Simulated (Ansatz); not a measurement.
# InP: the cost of one run

Program: Ansatz 0.2.0. Level of theory: DFT PBE, scalar-relativistic, plane waves, PAW. These are calculated values, not measurements.

The COD entry's cell or inner coordinates are ideal or old and differ from later refinements, so a difference from it is no clean test against experiment.

5 further runs of the same task are left out: 1 that didn't finish, 4 set aside as unsound or not needed.

### Step 1. The system as given

Symmetry: F-43m, No. 216, cubic system. Conventional cell: a = 5.960 Å, b = 5.960 Å, c = 5.960 Å, α = 90.00°, β = 90.00°, γ = 90.00°. In (site symmetry -43m) has 4 P at 2.58 Å as nearest neighbours. P (site symmetry -43m) has 4 In at 2.58 Å as nearest neighbours.

Structure file:

```cif
data_structure
_symmetry_space_group_name_H-M 'P 1'
_symmetry_Int_Tables_number 1
_cell_length_a 4.2144
_cell_length_b 4.2144
_cell_length_c 4.2144
_cell_angle_alpha 60.000
_cell_angle_beta 60.000
_cell_angle_gamma 60.000
_cell_volume 52.93
loop_
_atom_site_label
_atom_site_type_symbol
_atom_site_fract_x
_atom_site_fract_y
_atom_site_fract_z
_atom_site_occupancy
In1 In 0.00000 0.00000 0.00000 1
P1 P 0.75000 0.75000 0.75000 1
```

This cell was relaxed beforehand with the same method: volume 26.46 Å³/atom, gap on the mesh 0.44 eV.

### Step 2. Zero of the scan

input.yaml

```yaml
crystal:
  lattice:
    - [0.0, 2.9800342035, 2.9800342035]
    - [2.9800342035, 0.0, 2.9800342035]
    - [2.9800342035, 2.9800342035, 0.0]
  atoms:
    - { symbol: In, position: [0.0, 0.0, 0.0] }
    - { symbol: P, position: [0.75, 0.75, 0.75] }
basis:
  ecutwfc: 420
kpoints:
  mp_grid: { grid: [10, 10, 10] }
hamiltonian:
  xc: pbe
scf:
  occupations: { method: gaussian, width: 0.05 }
output:
  forces: true
  stress: true
  eigenvalues: true
  write_density: true
  write_potential: true
  elf: true
  volumetric_format: npy
```

Launch:

```
ansatz run input.yaml --threads 2 --pin off --max-ram 5120MiB --backend cpu --events-out ev --progress --plain --runs-dir out
```

Q: Estimate wall time and peak memory on 2 threads of Arm Neoverse V1, shared host.

About 2.6 s, with a peak of 0.34 GiB.
